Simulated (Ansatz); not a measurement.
Input of an Ansatz 0.2.0 run:

input.yaml

```yaml
crystal:
  lattice:
    - [0.0, 2.731, 2.731]
    - [2.731, 0.0, 2.731]
    - [2.731, 2.731, 0.0]
  atoms:
    - { symbol: Ca, position: [0.0, 0.0, 0.0] }
    - { symbol: F, position: [0.75, 0.75, 0.75] }
    - { symbol: F, position: [0.25, 0.25, 0.25] }
hamiltonian:
  xc: revpbe
  pseudopotentials: { kind: paw }
kpoints:
  mp_grid: { grid: [8, 8, 8] }
  band_path:
    path:
      - [[0.0, 0.0, 0.0], [0.5, 0.0, 0.5], [0.5, 0.25, 0.75], [0.375, 0.375, 0.75], [0.0, 0.0, 0.0], [0.5, 0.5, 0.5], [0.625, 0.25, 0.625], [0.5, 0.25, 0.75], [0.5, 0.5, 0.5], [0.375, 0.375, 0.75]]
      - [[0.625, 0.25, 0.625], [0.5, 0.0, 0.5]]
    npoints: 14
scf:
  occupations: { method: fermi_dirac, width: 0.05 }
  n_extra_bands: 7
output:
  forces: true
  stress: true
  eigenvalues: true
  fatbands: false
```

Potentials or basis: Ansatz PAW.

Run with:

```bash
$ ansatz run input.yaml --threads 2 --pin off --max-ram 5632MiB --backend cpu --events-out ev --progress --plain --runs-dir out
```

(1) Estimate the band gap on the k mesh.

(2) Predict the pressure.

(3) Predict the band gap along the path.

## Answers

(1) 7.59 eV, indirect (least direct gap 7.84 eV).

(2) 5.4 GPa.

(3) 7.59 eV, indirect (least direct gap 7.84 eV).

Caveat: the pressure holds a Pulay correction of +0.5 GPa for the finite cutoff; the PAW data sets come from PBE, with cores solved anew for the run's functional, which leaves a small shift of forces and pressure.
